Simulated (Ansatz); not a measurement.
# Mg12O13: the cost of one run

Program: Ansatz 0.2.0. Level of theory: DFT PBE, plane waves, PAW, scalar-relativistic, collinear spin. These are calculated values, not measurements.

### 1 The starting structure

The cell holds 25 atoms (Mg12O13): a = 5.614 Å, b = 5.614 Å, c = 18.730 Å, α = 90.00°, β = 90.00°, γ = 60.00°.

Its coordinates follow in the input file.

### 2 Relaxing the start

Input file input.yaml:

```yaml
crystal:
  lattice:
    - [5.614428, 0.0, 0.0]
    - [2.807214, 4.862237, 0.0]
    - [0.0, 0.0, 18.730201]
  atoms:
    - { symbol: Mg, position: [0.0, 0.0, 0.0533897] }
    - { symbol: O, position: [0.3333333, 0.8333333, 0.1145765] }
    - { symbol: Mg, position: [0.0, 0.5, 0.0533897] }
    - { symbol: O, position: [0.3333333, 0.3333333, 0.1145765] }
    - { symbol: Mg, position: [0.5, 0.0, 0.0533897] }
    - { symbol: O, position: [0.8333333, 0.8333333, 0.1145765] }
    - { symbol: Mg, position: [0.5, 0.5, 0.0533897] }
    - { symbol: O, position: [0.8333333, 0.3333333, 0.1145765] }
    - { symbol: Mg, position: [0.6666667, 0.6666667, 0.1757632] }
    - { symbol: O, position: [0.0, 0.5, 0.23695] }
    - { symbol: Mg, position: [0.6666667, 0.1666667, 0.1757632] }
    - { symbol: O, position: [0.0, 0.0, 0.23695] }
    - { symbol: Mg, position: [0.1666667, 0.6666667, 0.1757632] }
    - { symbol: O, position: [0.5, 0.5, 0.23695] }
    - { symbol: Mg, position: [0.1666667, 0.1666667, 0.1757632] }
    - { symbol: O, position: [0.5, 0.0, 0.23695] }
    - { symbol: Mg, position: [0.3333333, 0.3333333, 0.2981367] }
    - { symbol: O, position: [0.6666667, 0.1666667, 0.3593235] }
    - { symbol: Mg, position: [0.3333333, 0.8333333, 0.2981367] }
    - { symbol: O, position: [0.6666667, 0.6666667, 0.3593235] }
    - { symbol: Mg, position: [0.8333333, 0.3333333, 0.2981367] }
    - { symbol: O, position: [0.1666667, 0.1666667, 0.3593235] }
    - { symbol: Mg, position: [0.8333333, 0.8333333, 0.2981367] }
    - { symbol: O, position: [0.1666667, 0.6666667, 0.3593235] }
    - { symbol: O, position: [0.1548795, 0.6710035, 0.4308657], spin: 1.0 }
magnetization:
  spin_polarized: true
basis:
  ecutwfc: 420.0
kpoints:
  mp_grid: { grid: [2, 2, 1] }
hamiltonian:
  xc: pbe
  pseudopotentials: { kind: paw, azcp: { folder: soft_1 } }
scf:
  occupations: { method: fermi_dirac, width: 0.02 }
  lower_state_search: "off"
relax:
  f_tol: 0.08
  max_steps: 25
  adjacent_minimum: "off"
  constraints: [{ sites: [0, 1, 2, 3, 4, 5, 6, 7] }]
```

Launch:

```sh
$ ansatz run input.yaml --threads 4 --pin off --max-ram 10240MiB --backend cpu --events-out ev --progress --plain --runs-dir out
```

**Question.** How long does this run take on 4 threads of AMD EPYC 7B13 (Zen 3), shared host, and how much memory does it need?

About 49 s, with a peak of 1.4 GiB.
